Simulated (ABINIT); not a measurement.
Sn:

```xyz
2
Lattice="0.0000 3.2333 3.2333 3.2333 0.0000 3.2333 3.2333 3.2333 0.0000" Properties=species:S:1:pos:R:3 pbc="T T T"
Sn    4.8500    4.8500    4.8500
Sn    3.2333    3.2333    3.2333
```

This isn't the form of Sn at room conditions, which is tetragonal (white tin).

Base run:

| Property | Result |
| --- | --- |
| Program | ABINIT 10.8.3 (patched build) |
| Functional | PW91 |
| Potentials or basis | JTH PAW PBE v2.0 |
| Cutoff | 707 eV |
| k mesh | 7 × 7 × 7 |
| Occupations | fermi-dirac, width 0.05 eV |
| Spin | no spin polarisation |

Its results: band gap on the k mesh none (metal or under the smearing width); pressure 3.3 GPa.

Task: The run is repeated on the same cell with these changes: functional from PW91 to WC. What comes out?

Result: Band gap on the k mesh none (metal or under the smearing width); pressure 1.2 GPa.

WC binds more tightly than PW91, so the same cell stands under less pressure.

Caveats: the PAW data sets were made with another functional, which shifts forces and pressure a little.
